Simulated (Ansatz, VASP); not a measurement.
## CaO: VASP beside Ansatz

```
Ca O
1.0
     2.93423    0.00000    0.00000
     0.00000    2.93423    0.00000
     0.00000    0.00000    2.93423
Ca O
1 1
Direct
  0.00000 0.00000 0.00000
  0.50000 0.50000 0.50000
```

Change from the starting cell: species swapped into the HoIn type (Pm-3m, No. 221).

Alike in both runs: functional PBE; k mesh 8 × 8 × 8; occupations gaussian, width 0.02 eV; no spin polarisation.

Ansatz relaxed the structure, and its values are those at the end. VASP's run is a single point on that final structure, the one shown.

|  | VASP | Ansatz |
| --- | --- | --- |
| version | VASP 6.6.1 | Ansatz 0.2.0 |
| potentials or method | VASP PAW PBE potentials, release 64 (Ca_sv, O) | scalar-relativistic, plane waves, PAW |
| plane-wave cutoff (eV) | 520 | 420 |
| valence electrons in the cell | 16 | 16 |

|  | VASP | Ansatz | Ansatz less VASP |
| --- | --- | --- | --- |
| gap on the k mesh at the Fermi level (eV) | 2.77 | 2.78 | +0.013 |
| least direct gap on the mesh (eV) | 3.08 | 3.09 | +0.013 |
| pressure (GPa) | 0.6 | 0.0 | -0.58 |

A k mesh can miss the band edges.
